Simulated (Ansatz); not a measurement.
**BaTiO3: stress in a strained cell**

BaTiO3 is deformed so: equal xx and yy strain of +3 %. What stress and forces result, by LAPW, PAW and all-electron datasets made for the crystal?

Program: Ansatz 0.2.0. Level of theory: DFT PBEsol, scalar-relativistic. These are calculated values, not measurements.

### 1 The system as given

Symmetry: Amm2, No. 38, orthorhombic system. The conventional cell has a = 3.984 Å, b = 5.674 Å, c = 5.692 Å, α = 90.00°, β = 90.00°, γ = 90.00°. Ba (site symmetry mm2) is surrounded by 12 O at 2.80 to 2.89 Å. Ti (site symmetry mm2) has 6 O at 1.95 to 2.07 Å as nearest neighbours. O (site symmetry mm2) is surrounded by 2 Ti at 1.99 Å and 4 Ba at 2.80 to 2.89 Å. O (site symmetry m) has 2 Ti at 1.95 to 2.07 Å and 4 Ba at 2.82 to 2.84 Å as nearest neighbours.

Coordinates:

```cif
data_structure
_symmetry_space_group_name_H-M 'Amm2'
_symmetry_Int_Tables_number 38
_cell_length_a 3.9841
_cell_length_b 5.6741
_cell_length_c 5.6916
_cell_angle_alpha 90.000
_cell_angle_beta 90.000
_cell_angle_gamma 90.000
_cell_volume 128.67
loop_
_atom_site_label
_atom_site_type_symbol
_atom_site_symmetry_multiplicity
_atom_site_Wyckoff_symbol
_atom_site_fract_x
_atom_site_fract_y
_atom_site_fract_z
_atom_site_occupancy
Ba1 Ba 2 a 0.00000 0.00000 0.00000 1
Ti1 Ti 2 b 0.50000 0.50000 0.00790 1
O1 O 2 a 0.00000 0.50000 0.99210 1
O2 O 4 e 0.50000 0.25440 0.24811 1
```

The file gives the conventional cell by its symmetry; the runs use the cell typed in the input.

Atoms are numbered in the order of the input: Ba1, Ti2, O3, O4, O5.

### 2 After the deformation

Space group Amm2 before, Amm2 after.

### 3 Full-potential LAPW

input.yaml

```yaml
crystal:
  lattice:
    - [4.103623, 0.0, 0.0]
    - [0.0, 2.9221615, 2.8458]
    - [0.0, -2.9221615, 2.8458]
  atoms:
    - { symbol: Ba, position: [0.0, 0.0, 0.0] }
    - { symbol: Ti, position: [0.5, 0.5079, 0.5079] }
    - { symbol: O, position: [0.0, 0.4921, 0.4921] }
    - { symbol: O, position: [0.5, 0.50251, 0.99371] }
    - { symbol: O, position: [0.5, 0.99371, 0.50251] }
kpoints:
  mp_grid: { grid: [8, 8, 8] }
  band_path:
    path:
      - [0.0, 0.0, 0.0]
      - [0.0, 0.5, -0.5]
      - [0.0, 0.5128952089, -0.4871047911]
      - [0.0, 0.4871047911, 0.4871047911]
      - [0.0, 0.0, 0.0]
      - [0.5, 0.0, 0.0]
      - [0.5, 0.4871047911, 0.4871047911]
      - [0.5, 0.5128952089, -0.4871047911]
      - [0.5, 0.5, -0.5]
    npoints: 5
scf:
  occupations: { method: fermi_dirac, width: 0.05 }
hamiltonian:
  xc: pbesol
  pseudopotentials: { kind: all_electron, lapw: { basis_error: 0.001 } }
output:
  forces: true
  stress: true
  eigenvalues: true
```

Launch:

```
ansatz run input.yaml --threads 2 --pin off --max-ram 8192MiB --backend cpu --events-out ev --progress --plain --runs-dir out
```

### 4 PAW on the default files

input.yaml

```yaml
crystal:
  lattice:
    - [4.103623, 0.0, 0.0]
    - [0.0, 2.9221615, 2.8458]
    - [0.0, -2.9221615, 2.8458]
  atoms:
    - { symbol: Ba, position: [0.0, 0.0, 0.0] }
    - { symbol: Ti, position: [0.5, 0.5079, 0.5079] }
    - { symbol: O, position: [0.0, 0.4921, 0.4921] }
    - { symbol: O, position: [0.5, 0.50251, 0.99371] }
    - { symbol: O, position: [0.5, 0.99371, 0.50251] }
kpoints:
  mp_grid: { grid: [8, 8, 8] }
scf:
  occupations: { method: fermi_dirac, width: 0.05 }
hamiltonian:
  xc: pbesol
  pseudopotentials: { kind: paw }
output:
  forces: true
  stress: true
  eigenvalues: true
  efg: { contact_densities: true }
```

### 5 All-electron PAW on datasets made for the crystal

Changes to input.yaml since step 4:

```diff
@@ -17,3 +17,3 @@
   xc: pbesol
-  pseudopotentials: { kind: paw }
+  pseudopotentials: { kind: all_electron, datasets: crystal }
 output:
```

(Steps that only read results are left out.)

Before running it: what results should come out? Wanted: pressure; largest shear or deviatoric stress.

As calculated:

```
                                 quantity                                                 value
                                 pressure  LAPW -12.49, PAW -12.51, crystal datasets -12.49 GPa
largest shear or deviatoric stress (LAPW)                                              3.25 GPa
```

**Reading.** The largest part of the stress beyond the pressure is 3.25 GPa in size, in the zz component; the atoms are carried along and not relaxed. No run of the undeformed cell stands beside it, so the pressure holds what the given cell had before the change. PAW: stress within 0.02 GPa of LAPW, forces within 3 meV/Å. Crystal datasets: stress within 0.01 GPa of LAPW, forces within 1 meV/Å. Spin-orbit coupling is left out, though the cell holds Ba; in elements this heavy it can shift bands and gaps by tenths of an eV.
